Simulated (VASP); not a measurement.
## N: single point with LDA

The system is N.

```xyz
4
Lattice="4.0841 0.0000 0.0000 0.0000 4.0841 0.0000 0.0000 0.0000 5.3459" Properties=species:S:1:pos:R:3 pbc="T T T"
N     3.6931    3.6931    0.0000
N     2.4330    1.6511    2.6730
N     0.3909    0.3909    0.0000
N     1.6511    2.4330    2.6730
```

| Item | Value |
| --- | --- |
| Program | VASP 6.6.1 |
| Task | single point |
| Functional | LDA |
| Potentials or basis | VASP PAW LDA potentials, release 64 (N) |
| Cutoff | 520 eV |
| k mesh | 3 × 3 × 2, shifted |
| Occupations | gaussian, width 0.01 eV |
| Spin | no spin polarisation |
| Dipole correction | no |
| Further INCAR settings | ALGO = Normal; EDIFF = 1e-06; NBANDS = 18 |

| Quantity | Value |
| --- | --- |
| Pressure | -1.2 GPa |
| Largest force | 0.367 eV/Å |
| Band gap on the k mesh | 7.19 eV, indirect (least direct gap 7.36 eV) |

Forces in eV/Å, atoms in the order of the input:
```
N    0.260  0.260  0.000
N   -0.260  0.260  0.000
N   -0.260 -0.260  0.000
N    0.260 -0.260  0.000
```

Stress tensor (GPa, compression positive):
```
-1.46  0.00  0.00
 0.00 -1.46  0.00
 0.00  0.00 -0.72
```

Levels at points of the mesh, in eV from the valence-band top:
| k point | band 8 | band 9 | band 10 | band 11 | band 12 | band 13 |
| --- | --- | --- | --- | --- | --- | --- |
| (0.17, 0.17, 0.25) | -1.50 | -0.54 | -0.18 | 7.19 | 7.65 | 7.85 |

It took 7 s on 1 thread of Intel(R) Xeon(R) Platinum 8259CL CPU @ 2.50GHz (Skylake/Cascade Lake) (shared host), peak memory 0.14 GiB.

Caveat: the k mesh is coarse (spacing up to 0.59 Å⁻¹), so the values aren't converged; the standard files for N, O and F lose accuracy on very short bonds. A k mesh can miss the band edges.
